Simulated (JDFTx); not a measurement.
Runs of JDFTx 1.7.0 (patched build) on TiTe2. It takes space group P-3m1 (No. 164, trigonal). The conventional cell has a = 3.777 Å, b = 3.777 Å, c = 6.498 Å, α = 90.00°, β = 90.00°, γ = 120.00°. Around Te (site symmetry 3m) lie 3 Ti at 2.77 Å. Around Ti (site symmetry -3m) lie 6 Te at 2.77 Å. 

| level | gap on the mesh (eV) | pressure (GPa) | relaxed volume (Å³/atom) |
| --- | --- | --- | --- |
| PBE | none | 0.0 | 27.89 |
| PBE+D3(BJ) | none | 0.0 | (a) |
| PBE+D3 | none | 0.0 | 26.66 |
| PBE+D2 | none | 0.0 | 27.12 |

Alike in all rows: task relaxation of cell and atoms; potentials or basis PseudoDojo-SR-PBE-0.4.1-standard (Te) + PseudoDojo-SR-PBE-0.5-standard (Ti) with smoothed tails; no spin polarisation; cell relaxed; k mesh 4 × 4 × 2; cutoff (eV) 1143; smearing fermi-dirac 0.05 eV; the mesh is coarse, so values aren't converged.

**Question.** Fill in the values left out.

**Answer.** (a) 25.45.

Caveats: all runs use coarse meshes; this functional lacks dispersion, which binds the layers, so the pressure and a relaxed spacing across them are unreliable (some runs).

A k mesh can miss the band edges, and the runs leave out spin-orbit coupling on Te.

A gap of «none» marks a metal or a gap under the smearing width.
